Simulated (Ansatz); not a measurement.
# CuAu3 (Pm-3m) in Ansatz: settings compared

One crystal, CuAu3, is run at these levels: PBEsol+D3(BJ)-ATM, PBEsol+D4; tasks: relaxation of cell and atoms.

Program: Ansatz 0.2.0. These are calculated values, not measurements. Logs are shortened: lines on timing, memory, paths and dates and some standing lists are left out, and cuts for length are marked.

## (1) The crystal as given

It takes space group Pm-3m (No. 221, cubic). The conventional cell has a = 3.980 Å, b = 3.980 Å, c = 3.980 Å, α = 90.00°, β = 90.00°, γ = 90.00°. Au (site symmetry 4/mmm) is surrounded by 8 Au at 2.81 Å and 4 Cu at 2.81 Å. Cu (site symmetry m-3m) is surrounded by 12 Au at 2.81 Å.

## (2) Relaxation of cell and atoms, PBEsol+D3(BJ)-ATM

input.yaml

```yaml
crystal:
  lattice:
    - [3.98, 0.0, 0.0]
    - [0.0, 3.98, 0.0]
    - [0.0, 0.0, 3.98]
  atoms:
    - { symbol: Au, position: [0.5, 0.5, 0.0] }
    - { symbol: Au, position: [0.5, 0.0, 0.5] }
    - { symbol: Au, position: [0.0, 0.5, 0.5] }
    - { symbol: Cu, position: [0.0, 0.0, 0.0] }
hamiltonian:
  xc: pbesol
  pseudopotentials: { kind: paw }
  dispersion: d3bjatm
kpoints:
  mp_grid: { grid: [7, 7, 7] }
scf:
  occupations: { method: fermi_dirac, width: 0.05 }
output:
  forces: true
  stress: true
  eigenvalues: true
  write_density: true
  write_potential: true
  elf: true
  volumetric_format: npy
relax:
  f_tol: 0.01
  max_steps: 40
  cell: { stress_tol: 0.05 }
```

Potentials or basis: Ansatz PAW.

The run is started by

```console
> ansatz run input.yaml --threads 2 --pin off --max-ram 5632MiB --backend cpu --events-out ev --progress --plain --runs-dir out
```

The log of the run:

```text
Warning: RAYON_NUM_THREADS=2 ignored (pool sized by the plan → 2); use --threads N
Engine: ansatz 0.2.0, x86_64-unknown-linux-gnu
Pseudopotentials: kind: paw
Pseudopotential: Au, paw, valence charge 19, recommended cutoff 420 eV (normal), Au.paw.azcp
Pseudopotential: Cu, paw, valence charge 19, recommended cutoff 420 eV (normal), Cu.paw.azcp
Functional definition: PBEsol
  exchange = pbesol_x
  correlation = pbesol_c
Crystal: 4 atoms, lattice volume = 63.045 Å³
Basis set: ecut = 420 eV, 1237 PW (Γ), exchange–correlation on 54×54×54 points (8 copies of the dense FFT grid, shifted against one another)
Bands: 46, of which v1, the nominal top of the filled ones, is band 38 counted from 1 (37 counted from 0)
Symmetry: 48 space group operations
Space group: Pm-3m (ITA 221), of the structure as read, at distance tolerance 4.0e-5 Å
k-points: 20 of 343
Non-local potential: Au, projectors of the file, l = 0: 3, l = 1: 2, l = 2: 2, l = 3: 1
Non-local potential: Cu, projectors of the file, l = 0: 3, l = 1: 2, l = 2: 3, l = 3: 1
PAW form: soft (Blöchl's): semilocal exchange-correlation on the pseudo side does not see the compensation charge
PAW frozen core: Au, regenerated for the run's functional, and the local potential with it (the file was generated under x = pbe(κ = 0.804, μ = 0.2195149727645171), c = pbe(β = 0.06672455060314922))
PAW frozen core: Cu, regenerated for the run's functional, and the local potential with it (the file was generated under x = pbe(κ = 0.804, μ = 0.2195149727645171), c = pbe(β = 0.06672455060314922))
PAW one-centre angular grid: Au, 590 points (default); XC on 64 Gauss nodes
PAW one-centre angular grid: Cu, 590 points (default); XC on 64 Gauss nodes
Initial density: superposition of atomic densities (neutral atoms: chi_scale 0, normalization atom), corrected by the library's trained network
Initial wavefunctions: pseudopotential atomic-orbital guess
Functional: x = pbesol(κ = 0.804, μ = 0.12345679012345678), c = pbesol(β = 0.046)
SCF iter   1: F=—  HF=-45612.225135 eV  |F-HF|=—  |Δ(HF+E_count)|=         —  Δρ=1.16e-2  dr2=5.68e-2  ethr=1.77e-3  ⟨swp⟩=6.2  Hψ=3139  notcnv=0  defer=5
preconditioner: auto → Kerker (q_TF=auto, 2.815 Å⁻¹)  [metal: Δε(μ)=0.107 eV  Ē_g=10.596 eV  σ=0.050 eV  W_gap=0.41  n_scr=26 (ndim 8)  ℏωp=31.0 eV  f_vac=0.000  D(μ)=1.58/eV (n_scr^D=6)]
SCF iter   2: F=—  HF=-45612.214507 eV  |F-HF|=—  |Δ(HF+E_count)|=   1.06e-2  Δρ=3.46e-3  dr2=7.41e-3  ethr=7.47e-5  ⟨swp⟩=2.6  Hψ=1758  notcnv=0  defer=47
SCF iter   3: F=—  HF=-45612.212487 eV  |F-HF|=—  |Δ(HF+E_count)|=   2.02e-3  Δρ=1.84e-3  dr2=1.71e-3  ethr=9.75e-6  ⟨swp⟩=2.8  Hψ=1382  notcnv=0  defer=48
SCF iter   4: F=—  HF=-45612.212050 eV  |F-HF|=—  |Δ(HF+E_count)|=   4.36e-4  Δρ=3.58e-4  dr2=5.24e-5  ethr=2.25e-6  ⟨swp⟩=2.0  Hψ=1186  notcnv=0  defer=48
SCF iter   5: F=—  HF=-45612.212077 eV  |F-HF|=—  |Δ(HF+E_count)|=   2.62e-5  Δρ=1.21e-4  dr2=7.23e-6  ethr=6.89e-8  ⟨swp⟩=2.0  Hψ=1624  notcnv=0  defer=48
SCF iter   6: F=—  HF=-45612.212076 eV  |F-HF|=—  |Δ(HF+E_count)|=   9.39e-7  Δρ=3.47e-5  dr2=1.02e-6  ethr=9.52e-9  ⟨swp⟩=2.1  Hψ=1081  notcnv=0  defer=48
SCF iter   7: F=-45612.212076 eV  HF=-45612.212076 eV  |F-HF|=3.07e-8  |Δ(HF+E_count)|=   8.89e-8  Δρ=1.03e-5  dr2=6.99e-8  ethr=1.32e-10  ⟨swp⟩=10.3  Hψ=6724  notcnv=0
SCF 1 converged in 7 iterations: F = -45612.212076 eV  dr2 = 6.99e-8
relax step   1: F+E_penalty+E_count = -45612.21207560 eV  Δ(F+E_penalty+E_count) = +0.000e0 eV  max|allowed force component| = 2.624e-28 eV/Å  Δτ_max = 0.0000 Å  P = -5.432 GPa  Ω = 63.045 Å³  (7 SCF iters, dr2 threshold 1.00e-7 eV, accepted)
Crystal: 4 atoms, lattice volume = 58.658 Å³
Basis set: ecut = 420 eV, 1189 PW (Γ), exchange–correlation on 54×54×54 points (8 copies of the dense FFT grid, shifted against one another)
Initial density: handed on by an earlier stage of this run
Initial wavefunctions: those handed on with the density
[... 38 lines left out ...]
SCF 4 converged in 6 iterations: F = -45612.246015 eV  dr2 = 4.68e-9
relax step   4: F+E_penalty+E_count = -45612.24601475 eV  Δ(F+E_penalty+E_count) = -3.699e-4 eV  max|allowed force component| = 6.179e-30 eV/Å  Δτ_max = 0.0000 Å  P = -0.007 GPa  Ω = 61.154 Å³  energy of the carried Pulay correction = +7.633e-4 eV  (6 SCF iters, dr2 threshold 4.00e-7 eV, accepted)
Initial wavefunctions: pseudopotential atomic-orbital guess (no wavefunctions were taken with the density)
iter 1 solved again at ethr=6.95e-9 eV; its pass at ethr=3.10e-3 eV (dr2=5.28e-6 eV) is discarded
SCF iter   1: F=—  HF=-45612.245175 eV  |F-HF|=—  |Δ(HF+E_count)|=         —  Δρ=7.65e-5  dr2=5.50e-7  ethr=6.95e-9  ⟨swp⟩=3.6  Hψ=5896  notcnv=0
preconditioner: auto → Kerker (q_TF=auto, 2.829 Å⁻¹)  [metal: Δε(μ)=0.132 eV  Ē_g=10.924 eV  σ=0.050 eV  W_gap=0.49  n_scr=26 (ndim 8)  ℏωp=31.5 eV  f_vac=0.000  D(μ)=1.49/eV (n_scr^D=6)]
SCF iter   2: F=—  HF=-45612.245177 eV  |F-HF|=—  |Δ(HF+E_count)|=   1.75e-6  Δρ=4.76e-5  dr2=4.98e-7  ethr=7.24e-10  ⟨swp⟩=2.0  Hψ=1598  notcnv=0
SCF iter   3: F=—  HF=-45612.245177 eV  |F-HF|=—  |Δ(HF+E_count)|=   2.10e-8  Δρ=1.33e-5  dr2=2.87e-8  ethr=6.55e-10  ⟨swp⟩=1.1  Hψ=922  notcnv=0
SCF iter   4: F=—  HF=-45612.245177 eV  |F-HF|=—  |Δ(HF+E_count)|=   8.16e-9  Δρ=1.92e-6  dr2=2.17e-9  ethr=3.77e-11  ⟨swp⟩=2.0  Hψ=1677  notcnv=0
SCF iter   5: F=—  HF=-45612.245177 eV  |F-HF|=—  |Δ(HF+E_count)|=   1.21e-9  Δρ=7.78e-7  dr2=1.45e-10  ethr=2.85e-12  ⟨swp⟩=2.0  Hψ=1674  notcnv=0
SCF iter   6: F=—  HF=-45612.245177 eV  |F-HF|=—  |Δ(HF+E_count)|=  5.82e-11  Δρ=2.73e-7  dr2=4.83e-11  ethr=1.00e-12  ⟨swp⟩=5.7  Hψ=3890  notcnv=0
SCF iter   7: F=-45612.245177 eV  HF=-45612.245177 eV  |F-HF|=7.28e-12  |Δ(HF+E_count)|=  2.18e-11  Δρ=8.47e-8  dr2=8.94e-12  ethr=1.00e-12  ⟨swp⟩=5.0  Hψ=3646  notcnv=0
SCF 5 converged in 7 iterations: F = -45612.245177 eV  dr2 = 8.94e-12
relax step   5: F+E_penalty+E_count = -45612.24517687 eV  Δ(F+E_penalty+E_count) = +8.379e-4 eV  max|allowed force component| = 9.992e-30 eV/Å  Δτ_max = 0.0000 Å  P = +0.003 GPa  Ω = 61.154 Å³  stress off target by 3.38e-3 GPa  SCF on the basis re-selected at this cell (its energy is not comparable with the rows above)  (7 SCF iters)
basis re-selected at this cell: Δ(F+E_penalty+E_count) = +8.379e-4 eV, ΔP = +0.010 GPa vs the last step (what re-selecting the basis moved, of the pressure what is left beyond the Pulay correction that the steps carried, after the strain that the cell walked since its last selection, with what the two solves' SCF thresholds leave and, on support functions, any second-order correction that the steps lacked; it is no measure of the basis error at this ecutwfc). This SCF's stress stands 3.38e-3 GPa from its target on what of the cell is left free (relax.cell.stress_tol is 5.00e-2 GPa) and its largest allowed force component is 9.99e-30 eV/Å (relax.f_tol is 1.00e-2 eV/Å): within both
SCF converged after 7 iterations
Free energy (F): -45612.245177 eV
Harris-Foulkes:  -45612.245177 eV  (|F-HF|=7.28e-12)
Internal energy: -45612.233276 eV  (E = F + TS)
E sigma→0 (E₀):  -45612.239226 eV
Entropy (-TS):   -0.011901 eV (-2.975 meV/atom)
Fermi energy:    20.594476 eV
--- Per-component energies (eV) ---
  E_band       = -920.429021
  E_kinetic    = 2116.288550
  E_local      = -9144.466026  (includes V_loc(G=0)·N_el)
  E_nonlocal   = 629.819800
  E_hartree    = 3984.640254
  E_xc         = -769.980608
  E_vxc        = -940.856383  (∫ρ·V_xc dr)
  E_paw        = -30328.852808  (= ΣΔE_a)
  E_vpaw       = -1550.499832  (= ΣTr[D̂ρ^β])
  E_aug_tail   = 0.004472  (compensation charges beyond the density's cutoff)
  E_ewald      = -12098.715017
  E_disp       = -2.106533  (pairwise vdW)
  E_core_change = 1.134639  (= ΣΔE_core)
  E_smearing   = -0.011901  (= −TS)
  E_closure    = 0.000000  (closes the sum)
  Σ components = -45612.245177   (vs F -45612.245177, Δ=0.00e0)
--- Forces (eV/Å), atoms counted from 1 ---
  atom   1  Au     0.00000000     0.00000000     0.00000000
  atom   2  Au    -0.00000000    -0.00000000     0.00000000
  atom   3  Au     0.00000000     0.00000000     0.00000000
  atom   4  Cu     0.00000000     0.00000000     0.00000000
  max |Σ_I F_I| component: 1.58e-29 eV/Å
--- Stress (GPa, compression-positive) ---
        0.003385       0.000000       0.000000
        0.000000       0.003385      -0.000000
        0.000000      -0.000000       0.003385
  P = ⅓ Tr σ = 0.0034 GPa (0.034 kbar)
--- Band table (eV; the first three rows and the last of 20) ---
  k-point 0: bands = ["-91.1814", "-85.2431", "-85.2225", "-85.2225", "-48.7268", "-48.7268", "-48.7268", "-36.7571", "-36.7571", "-36.7571", "-36.6010", "-36.6010", "-36.6010", "-36.5314", "-36.5314", "-36.5314", "10.2940", "12.7854", "13.6617", "13.6617", "13.6617", "13.7806", "13.7806", "16.3438", "16.3438", "16.3438", "17.6900", "17.6900", "18.7137", "18.9328", "18.9328", "19.1051", "19.1051", "19.1051", "19.1479", "19.1479", "19.1479", "21.4898", "21.4898", "21.4898", "26.8267", "26.8267", "27.6294", "30.4074", "30.4074", "30.4074"]
  k-point 1: bands = ["-91.1813", "-85.2422", "-85.2234", "-85.2225", "-48.7268", "-48.7268", "-48.7268", "-36.7511", "-36.7511", "-36.7466", "-36.6026", "-36.6026", "-36.6013", "-36.5429", "-36.5359", "-36.5359", "10.5418", "12.9361", "13.7301", "13.7945", "13.7945", "13.8198", "13.9688", "16.2394", "16.3729", "16.3729", "17.5187", "17.7224", "18.3781", "18.3781", "18.5271", "18.8258", "18.8832", "18.9808", "18.9808", "19.1055", "19.1481", "20.1906", "22.4094", "22.4094", "26.7620", "26.9446", "28.8394", "30.3798", "30.3798", "30.5114"]
  k-point 2: bands = ["-91.1813", "-85.2398", "-85.2258", "-85.2225", "-48.7269", "-48.7268", "-48.7268", "-36.7359", "-36.7359", "-36.7169", "-36.6081", "-36.6081", "-36.6021", "-36.5749", "-36.5459", "-36.5459", "11.2438", "13.3208", "13.8746", "13.9069", "14.1828", "14.1828", "14.4817", "15.9831", "16.3588", "16.3588", "17.0484", "17.3372", "17.3372", "17.7621", "18.0344", "18.0532", "18.6196", "18.6196", "18.6649", "18.7762", "19.1065", "19.1485", "24.0828", "24.0828", "26.3943", "26.6049", "29.4368", "29.4368", "29.9882", "30.5037"]
  k-point 19: bands = ["-91.1813", "-85.2300", "-85.2290", "-85.2290", "-48.7270", "-48.7270", "-48.7269", "-36.8386", "-36.7081", "-36.7072", "-36.7072", "-36.5684", "-36.5684", "-36.5279", "-36.5279", "-36.5273", "13.0699", "13.1593", "13.2570", "13.2570", "15.4082", "15.4082", "15.5685", "16.0502", "16.3245", "16.3245", "16.8187", "16.8187", "17.9462", "17.9462", "18.1658", "18.5546", "18.7439", "18.8324", "18.8324", "18.9547", "18.9547", "20.0688", "20.2175", "20.2175", "23.9646", "23.9646", "24.6189", "25.5611", "35.3579", "35.6849"]
--- Relaxed structure (4 steps of the walk, 3 accepted, 1 SCFs on fresh bases) ---
  F+E_penalty+E_count = -45612.24517687 eV   max|allowed force component| = 9.992e-30 eV/Å   (the final SCF, on the basis selected at the relaxed cell)
  cell:  # Å, volume = 61.1545 Å³
    - [3.9398167809355553, 2.6481536735324493e-34, 1.2839532962581572e-34]
    - [2.6481536735324493e-34, 3.9398167809355553, 0.0]
    - [1.2839532962581572e-34, 0.0, 3.9398167809355553]
  atoms:
    - { symbol: Au, position: [0.5, 0.5, 1.8340511440652647e-47] }
    - { symbol: Au, position: [0.5, -3.667567735188511e-47, 0.5] }
    - { symbol: Au, position: [-1.424316314008131e-46, 0.5, 0.5] }
    - { symbol: Cu, position: [8.404712334057956e-46, 5.134573518778119e-47, 3.6675525134129416e-48] }
```

It took 21 s on 2 threads of Intel Xeon at 2.50GHz (Skylake/Cascade Lake), shared host; peak memory 0.42 GiB.

What came out:

```
Free energy                            : -45612.2452 eV
Relaxed volume                         : 15.29 Å³/atom
Relaxed cell                           : a = 3.940 Å, b = 3.940 Å, c = 3.940 Å, α = 90.00°, β = 90.00°, γ = 90.00°
Space group after relaxing (to 0.05 Å) : Pm-3m (No. 221)
Energy gained by relaxing              : 8.3 meV/atom
Ionic steps                            : 4
Pressure after relaxing                : 0.0 GPa
Band gap on the k mesh                 : none (metal or under the smearing width)
```

Step by step:
```tsv
step	energy change (eV)	largest force (eV/Å)	volume (Å³)
1	0.0000	0.0000	63.04
2	-0.0336	0.0000	61.33
3	-0.0339	0.0000	61.15
4	-0.0331	0.0000	61.15
```

Final structure:
```
Au Cu
1.0
     3.93982    0.00000    0.00000
     0.00000    3.93982    0.00000
     0.00000    0.00000    3.93982
Au Cu
3 1
Direct
  0.50000 0.50000 0.00000
  0.50000 0.00000 0.50000
  0.00000 0.50000 0.50000
  0.00000 0.00000 0.00000
```

Levels at points of the mesh, in eV from the Fermi level:
```csv
k point,band 36,band 37,band 38,band 39,band 40,band 41
"(0.00, 0.00, 0.00)",-1.45,-1.45,0.90,0.90,0.90,6.23
```

Caveat: the plane-wave basis is chosen anew once the cell has moved, so the energies of steps on either side of that aren't comparable; pairwise dispersion overbinds metals, which lowers pressure and volume; the PAW data sets come from PBE, with cores solved anew for the run's functional, which leaves a small shift of forces and pressure. The run has no spin-orbit coupling, so splittings on Au are missing.

## (3) Relaxation of cell and atoms, PBEsol+D4

Changes to input.yaml since step 2:

```diff
@@ -13,3 +13,3 @@
   pseudopotentials: { kind: paw }
-  dispersion: d3bjatm
+  dispersion: d4
 kpoints:
```

Potentials or basis: Ansatz PAW.

The run is started by

```console
> ansatz run input.yaml --threads 2 --pin off --max-ram 5632MiB --backend cpu --events-out ev --progress --plain --runs-dir out
```

Wall time 20 s (2 threads of Intel Xeon at 2.50GHz (Skylake/Cascade Lake), shared host); peak memory 0.42 GiB.

The run converged. Its results:

| Property | Result |
| --- | --- |
| Free energy | -45611.6599 eV |
| Relaxed volume | 15.38 Å³/atom |
| Relaxed cell | a = 3.947 Å, b = 3.947 Å, c = 3.947 Å, α = 90.00°, β = 90.00°, γ = 90.00° |
| Space group after relaxing (to 0.05 Å) | Pm-3m (No. 221) |
| Energy gained by relaxing | 5.3 meV/atom |
| Ionic steps | 4 |
| Pressure after relaxing | 0.0 GPa |
| Band gap on the k mesh | none (metal or under the smearing width) |

The path:
| step | energy change (eV) | largest force (eV/Å) | volume (Å³) |
| --- | --- | --- | --- |
| 1 | 0.0000 | 0.0000 | 63.04 |
| 2 | -0.0216 | 0.0000 | 61.63 |
| 3 | -0.0217 | 0.0000 | 61.51 |
| 4 | -0.0211 | 0.0000 | 61.51 |

Final structure:
```cif
data_structure
_symmetry_space_group_name_H-M 'P 1'
_symmetry_Int_Tables_number 1
_cell_length_a 3.9474
_cell_length_b 3.9474
_cell_length_c 3.9474
_cell_angle_alpha 90.000
_cell_angle_beta 90.000
_cell_angle_gamma 90.000
_cell_volume 61.51
loop_
_atom_site_label
_atom_site_type_symbol
_atom_site_fract_x
_atom_site_fract_y
_atom_site_fract_z
_atom_site_occupancy
Au1 Au 0.50000 0.50000 0.00000 1
Au2 Au 0.50000 0.00000 0.50000 1
Au3 Au 0.00000 0.50000 0.50000 1
Cu1 Cu 0.00000 0.00000 0.00000 1
```

Levels at points of the mesh, in eV from the Fermi level:
```tsv
k point	band 35	band 36	band 37	band 38	band 39	band 40	band 41	band 42
(0.00, 0.00, 0.00)	-1.44	-1.44	-1.44	0.92	0.92	0.92	6.19	6.19
```

Caveat: the plane-wave basis is chosen anew once the cell has moved, so the energies of steps on either side of that aren't comparable; pairwise dispersion overbinds metals, which lowers pressure and volume; the PAW data sets come from PBE, with cores solved anew for the run's functional, which leaves a small shift of forces and pressure.
